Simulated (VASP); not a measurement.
A run of VASP 6.6.1:

INCAR

```
SYSTEM = ZrB2
  ALGO = Normal
  EDIFF = 1E-7
  EDIFFG = -0.005
  ENCUT = 600
  GGA = PS
  IBRION = 2
  ISIF = 3
  ISMEAR = 1
  LASPH = .TRUE.
  LCHARG = .FALSE.
  LREAL = .FALSE.
  LWAVE = .FALSE.
  NELM = 80
  NSW = 90
  PREC = Accurate
  SIGMA = 0.1
```

The input KPOINTS:

```
k-points
0
G
  15 15 10
  0 0 0
```

File POSCAR:

```
ZrB2                                    
1.0
    3.1569733828     -0.0000000000      0.0000000000
   -1.5784866914      2.7340191485      0.0000000000
    0.0000000000      0.0000000000      3.5062987314
  Zr              B             
     1     2
Direct
     0.0000000000000000    0.0000000000000000    1.0000000000000000
     0.3333333332999970    0.6666666667000030    0.5000000000000000
     0.6666666667000030    0.3333333332999970    0.5000000000000000
```

Potentials or basis: VASP PAW PBE potentials, release 64 (Zr_sv, B).

The run is started by

```sh
$ cat potpaw_PBE.64/Zr_sv/POTCAR potpaw_PBE.64/B/POTCAR > POTCAR
$ mpirun -np 1 vasp_std > vasp.out
```

Hardware: 1 thread of Intel(R) Xeon(R) Platinum 8488C (Sapphire Rapids), with other jobs on the host.

Task: Estimate the wall time of this run.

Result: Run time: 77 s on 1 thread of Intel(R) Xeon(R) Platinum 8488C (Sapphire Rapids), with other jobs on the host, peak memory 0.22 GiB. Counts: scf iterations 13, k points 162, ion steps 1.
